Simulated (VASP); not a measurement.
# Cs (C2/m) in VASP: notebook

One crystal, Cs, is run at these levels: PBEsol; tasks: single point.

Program: VASP 6.6.1. These are calculated values, not measurements. Logs are shortened: lines on timing, memory, paths and dates and some standing lists are left out, and cuts for length are marked.

## (1) Starting point

Symmetry: C2/m, No. 12, monoclinic system. The conventional cell has a = 6.038 Å, b = 8.676 Å, c = 5.110 Å, α = 90.00°, β = 120.26°, γ = 90.00°.

This isn't the form of Cs at room conditions, which is bcc.

## (2) Single point, PBEsol

File INCAR:

```
ADDGRID = False
ALGO = Normal
EDIFF = 1E-6
ENCUT = 300
GGA = PS
ISIF = 2
ISMEAR = 1
LASPH = True
LCHARG = False
LREAL = False
LWAVE = False
NELM = 100
PREC = Accurate
SIGMA = 0.1
```

File KPOINTS:

```
k-points
0
Gamma
  13 13 13
```

File POSCAR:

```
Cs
1.0
    3.0190110000     -4.3381320000      0.0000000000
    3.0190110000      4.3381320000      0.0000000000
   -2.5749360000      0.0000000000      4.4138870000
Cs
1
Direct
    0.0000000000      0.0000000000      0.5000000000
```

Potentials or basis: VASP PAW PBE potentials, release 64 (Cs_sv).

The run is started by

```
$ cat potpaw_PBE.64/Cs_sv/POTCAR > POTCAR
$ mpirun -np 1 vasp_std > vasp.out
```

OUTCAR:

```text
EDIFF = 1E-6
   ENCUT = 300
   GGA = PS
   ISIF = 2
   ISMEAR = 1
   LASPH = True
   LREAL = False
   NELM = 100
   PREC = Accurate

 Found    595 irreducible k-points:

 Following reciprocal coordinates:
            Coordinates               Weight
  0.000000  0.000000  0.000000      1.000000
  0.076923  0.000000 -0.000000      4.000000
  0.153846  0.000000 -0.000000      4.000000
  0.230769  0.000000 -0.000000      4.000000
  0.307692  0.000000 -0.000000      4.000000
  0.384615 -0.000000 -0.000000      4.000000
   k-points           NKPTS =    595   k-points in BZ     NKDIM =    595   number of bands    NBANDS=      8
   number of dos      NEDOS =    301   number of ions     NIONS =      1
   total plane-waves  NPLWV =  27000
   dimension x,y,z NGX =    30 NGY =   30 NGZ =   30
   dimension x,y,z NGXF=    60 NGYF=   60 NGZF=   60
   ions per type =               1
   NGX,Y,Z   is equivalent  to a cutoff of   9.44,  9.44,  9.76 a.u.
   NGXF,Y,Z  is equivalent  to a cutoff of  18.87, 18.87, 19.52 a.u.
 SYSTEM =  unknown system
   PREC   = accura    normal or accurate (medium, high low for compatibility)
   ISTART =      0    job   : 0-new  1-cont  2-samecut
   ICHARG =      2    charge: 1-file 2-atom 10-const
   ISPIN  =      1    spin polarized calculation?
   LNONCOLLINEAR =      F non collinear calculations
   LSORBIT =      F    spin-orbit coupling
   LASPH  =      T    aspherical Exc in radial PAW
   ENCUT  =  300.0 eV  22.05 Ry    4.70 a.u.   7.46  7.46  7.22*2*pi/ulx,y,z
   NELM   =    100;   NELMIN=  2; NELMDL= -5     # of ELM steps
   EDIFF  = 0.1E-05   stopping-criterion for ELM
   LREAL  =      F    real-space projection
   EDIFFG = 0.1E-04   stopping-criterion for IOM
   NSW    =      0    number of steps for IOM
   IBRION =     -1    ionic relax: 0-MD 1-quasi-New 2-CG
   NFREE  =      0    steps in history (QN), initial steepest desc. (CG)
   ISIF   =      2    stress and relaxation
   ISYM   =      2    0-nonsym 1-usesym 2-fastsym
   POTIM  = 0.5000    time-step for ionic-motion
   TEBEG  =    0.0;   TEEND  =   0.0 temperature during run
   PSTRESS=    0.0 pullay stress
   NELECT =       9.0000    total number of electrons
   NUPDOWN=      -1.0000    fix difference up-down
   EMIN   =  10.00;   EMAX   =-10.00  energy-range for DOS
   EFERMI =   0.00;   METHOD = LEGACY
   ISMEAR =     1;   SIGMA  =   0.10  broadening in eV -4-tet -1-fermi 0-gaus
   EFERMI_NEDOS =   21; number of points for ismear=-14 and -15
   IALGO  =     38    algorithm
   IMIX   =      4    mixing-type and parameters
     AMIX     =   0.40;   BMIX     =  1.00
     AMIX_MAG =   1.60;   BMIX_MAG =  1.00
  volume/ion in A,a.u.               =     115.62       780.22
  Fermi-wavevector in a.u.,A,eV,Ry     =   0.699009  1.320936  6.647992  0.488614
  Thomas-Fermi vector in A             =   1.782770
   LORBIT       =      0    0 simple, 1 ext, 2 COOP (PROOUT), +10 PAW based schemes
   GGA     = PS    functional components
   LHFCALC =     F    Hartree Fock is set to
   AEXX    =    0.0000 exact exchange contribution
   IVDW    =     0    specifies the selected vdW correction
   LEPSILON=     F    determine dielectric tensor
   LRPA    =     F    only Hartree local field effects (RPA)
 non-spin polarized calculation
 Methfessel and Paxton  Order N= 1 SIGMA  =   0.10
  energy-cutoff  :      300.00
  volume of cell :      115.62
 maximum number of plane-waves:      1382
 NGX is ok and might be reduce to    30
   NGX = 15   NGY = 15   NGZ = 15

 number of electron       8.9999994 magnetization

 Free energy of the ion-electron system (eV)
  ---------------------------------------------------
  ext. energy  EPLUGINS =         0.00000000
  ---------------------------------------------------
  free energy    TOTEN  =        -0.93509954 eV

  energy without entropy =       -0.93520434  energy(sigma->0) =       -0.93513447

 E-fermi :   0.3699     XC(G=0):  -5.4629

 val. band max:        0.3696871301   @ k =  -0.4615   0.3077   0.2308
 cond. band min:       0.3712588539   @ k =  -0.0769   0.0769   0.4615
 fundamental gap:      0.0015717238
 Fermi energy:         0.3698731798

 k-point     1 :       0.0000    0.0000    0.0000
  band No.  band energies     occupation
      1     -23.4942      2.00000
      2     -10.2239      2.00000
      3     -10.2148      2.00000
      4     -10.2059      2.00000
      5      -1.3160      2.00000
      6       2.6113      0.00000
      7       2.7689      0.00000
      8       3.0694      0.00000

 k-point     2 :       0.0769    0.0000   -0.0000
  band No.  band energies     occupation
      1     -23.4939      2.00000
      2     -10.2293      2.00000
      3     -10.2180      2.00000
      4     -10.2065      2.00000
      5      -1.2547      2.00000
      6       2.5658      0.00000
      7       2.6981      0.00000
      8       3.0849      0.00000

 k-point     3 :       0.1538    0.0000   -0.0000
  band No.  band energies     occupation
      1     -23.4931      2.00000
      2     -10.2479      2.00000
      3     -10.2238      2.00000
      4     -10.2075      2.00000
      5      -1.0756      2.00000
      6       2.4140      0.00000
      7       2.4691      0.00000
      8       3.2180      0.00000

 k-point     4 :       0.2308    0.0000   -0.0000
  band No.  band energies     occupation
      1     -23.4919      2.00000
      2     -10.2755      2.00000
      3     -10.2307      2.00000
      4     -10.2085      2.00000
      5      -0.7936      2.00000
      6       2.0768     -0.00000
      7       2.2917     -0.00000
      8       3.4859      0.00000

 k-point     5 :       0.3077    0.0000   -0.0000
  band No.  band energies     occupation
      1     -23.4906      2.00000
      2     -10.3047      2.00000
      3     -10.2377      2.00000
      4     -10.2093      2.00000
      5      -0.4356      2.00000
      6       1.7245     -0.00000
      7       2.1387     -0.00000
      8       3.8260      0.00000

 k-point     6 :       0.3846   -0.0000   -0.0000
  band No.  band energies     occupation
      1     -23.4896      2.00000
      2     -10.3287      2.00000
      3     -10.2435      2.00000
      4     -10.2100      2.00000
      5      -0.0483      2.00000
      6       1.4047     -0.00000
      7       2.0240     -0.00000
      8       3.8530      0.00000

 [... further k-points ...]
[... 5 lines left out ...]
  --------------------------------------------------------------------------------------
  -------------------------------------------------------------------------------------
  Total       -0.1107250     -0.1051182     -0.0970504      0.0000000      0.0000000     -0.0948980
  in kB       -1.5343961     -1.4566988     -1.3448978      0.0000000      0.0000000     -1.3150701
  external PRESSURE =      -1.4453309 kB  Pullay stress =       0.0000000 kB

 VOLUME and BASIS-vectors are now :
 -----------------------------------------------------------------------------
  energy-cutoff  :      300.00
  volume of cell :      115.62
      direct lattice vectors                 reciprocal lattice vectors
     3.019011000 -4.338132000  0.000000000     0.165617151 -0.115256982  0.096616330
     3.019011000  4.338132000  0.000000000     0.165617151  0.115256982  0.096616330
    -2.574936000  0.000000000  4.413887000     0.000000000  0.000000000  0.226557680

 POSITION                                       TOTAL-FORCE (eV/Angst)
 -----------------------------------------------------------------------------------
     -1.28747      0.00000      2.20694         0.000000      0.000000      0.000000
 -----------------------------------------------------------------------------------
    total drift:                               -0.000000      0.000000      0.000000

  FREE ENERGIE OF THE ION-ELECTRON SYSTEM (eV)
  ---------------------------------------------------
  free  energy   TOTEN  =        -0.9350995354 eV

  energy  without entropy=       -0.9352043416  energy(sigma->0) =       -0.93513447
```

It took 84 s on 1 thread of Intel Xeon Platinum 8488C (Sapphire Rapids), shared host; peak memory 0.35 GiB.

These settings aren't checked as converged: the numbers below hold their error.

What came out:

| Property | Result |
| --- | --- |
| Free energy | -0.9351 eV |
| Pressure | -0.1 GPa |
| Band gap on the k mesh | none (metal or under the smearing width) |

Caveat: the PAW data sets were made with another functional, which shifts forces and pressure a little.

## (3) Single point, PBEsol

INCAR is that of step 2.

KPOINTS is that of step 2.

File POSCAR:

```
Cs
1.0
    3.0286440000     -4.4025590000     -0.0553060000
    2.9811710000      4.3695220000      0.0984760000
   -2.5313490000      0.0923220000      4.3694900000
Cs
1
Direct
   -0.0054440000      0.0010830000      0.4979030000
```

Potentials or basis: VASP PAW PBE potentials, release 64 (Cs_sv).

The run is started by

```
$ cat potpaw_PBE.64/Cs_sv/POTCAR > POTCAR
$ mpirun -np 1 vasp_std > vasp.out
```

It took 3.5 min on 1 thread of Intel Xeon Platinum 8488C (Sapphire Rapids), shared host; peak memory 0.52 GiB.

These settings aren't checked as converged: the numbers below hold their error.

What came out:

```
Free energy            : -0.9334 eV
Pressure               : -0.1 GPa
Band gap on the k mesh : none (metal or under the smearing width)
```

Caveat: the PAW data sets were made with another functional, which shifts forces and pressure a little.

## (4) Single point, PBEsol

Edit INCAR of step 3 so:

```diff
@@ -3,3 +3,3 @@
 EDIFF = 1E-6
-ENCUT = 300
+ENCUT = 900
 GGA = PS
```

File KPOINTS:

```
k-points
0
Gamma
  8 8 8
```

File POSCAR:

```
Cs
1.0
    3.0190110000     -4.3381320000      0.0000000000
    3.0190110000      4.3381320000      0.0000000000
   -2.5749360000      0.0000000000      4.4138870000
Cs
1
Direct
    0.0000000000      0.0000000000      0.5000000000
```

The run is started by

```
$ cat potpaw_PBE.64/Cs_sv/POTCAR > POTCAR
$ mpirun -np 1 vasp_std > vasp.out
```

Run time: 3.2 min. Hardware: 1 thread of Intel Xeon Platinum 8488C (Sapphire Rapids), shared host; peak memory 0.58 GiB.

The run converged, but some of its settings lie outside the range that counts as converged, so its numbers aren't taken as properties of the crystal.

What came out:

- Free energy: -0.9319 eV
- Pressure: -0.1 GPa
- Band gap on the k mesh: none (metal or under the smearing width)

Caveat: the PAW data sets were made with another functional, which shifts forces and pressure a little.

## (5) For comparison

An earlier run on the cell as given: functional PBE; potentials or basis VASP PAW PBE potentials, release 64 (Cs_sv); cutoff 520 eV; k mesh 6 × 6 × 6; occupations fermi-dirac, width 0.05 eV; no spin polarisation.

- Pressure: 0.0 GPa
- Band gap on the k mesh: none (metal or under the smearing width)
